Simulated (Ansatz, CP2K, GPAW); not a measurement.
**TePb: 3 runs at one level of theory**

```xyz
2
Lattice="4.5693 0.0000 0.0000 2.2847 3.9572 0.0000 2.2847 1.3191 3.7308" Properties=species:S:1:pos:R:3 pbc="T T T"
Pb    0.0000    0.0000    0.0000
Te    4.5693    2.6381    1.8654
```

Alike in all runs: task single point; functional PBE; k mesh 7 × 7 × 7; occupations gaussian, width 0.02 eV; no spin polarisation; no spin-orbit coupling. Pressure is positive in compression and, in plane waves, holds the error of the finite cutoff, which Ansatz's Pulay term estimates and takes out.

| program and potentials | plane-wave cutoff (eV) | notes | pressure (GPa) |
| --- | --- | --- | --- |
| Ansatz, Ansatz PAW | 420 | 15 valence electrons an atom on average; Pulay term of +0.02 GPa included | 2.11 |
| CP2K, POTENTIAL_UZH Pb GTH-PBE-q4, Te GTH-PBE-q6; TZVP-MOLOPT-PBE-GTH basis | - | atomic basis; 5 valence electrons an atom on average | 2.69 |
| GPAW, GPAW PAW data sets (gpaw-data 1.2.1) | 600 | 10 valence electrons an atom on average | 1.83 |

The pressure spans 1.83 (GPAW, GPAW PAW data sets (gpaw-data 1.2.1)) to 2.69 GPa (CP2K, POTENTIAL_UZH Pb GTH-PBE-q4, Te GTH-PBE-q6; TZVP-MOLOPT-PBE-GTH basis). Rows in atomic bases carry the error of their basis and grid, which can be large.

The functional is the same throughout but for its coding, so the spread measures potentials, basis and numerics; runs on potential files found faulty are left out.
